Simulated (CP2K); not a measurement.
W:

```xyz
1
Lattice="2.7407 0.0000 0.0000 -0.9136 2.5840 0.0000 -0.9136 -1.2920 2.2378" Properties=species:S:1:pos:R:3 pbc="T T T"
W     0.0000    0.0000    0.0000
```

Base run:

```yaml
Program: CP2K 2026.2
Functional: r2SCAN
Potentials_or_basis: POTENTIAL_UZH W GTH-PBE-q14; TZVP-MOLOPT-PBE-GTH basis
Density_cutoff: 9184 eV
k_mesh: 12 × 12 × 12
Occupations: fermi-dirac, width 0.05 eV
Spin: no spin polarisation
```

Its results: band gap on the k mesh none (metal or under the smearing width); pressure 1.2 GPa.

**Question.** The run is repeated on the same cell with these changes: functional from r2SCAN to BLYP. What comes out?

**Answer.** Band gap on the k mesh none (metal or under the smearing width); pressure 13.9 GPa.

Caveats: the potentials were made for another functional, which shifts forces and pressure; the basis of atomic orbitals isn't converged, which shifts pressures, moduli and gaps.
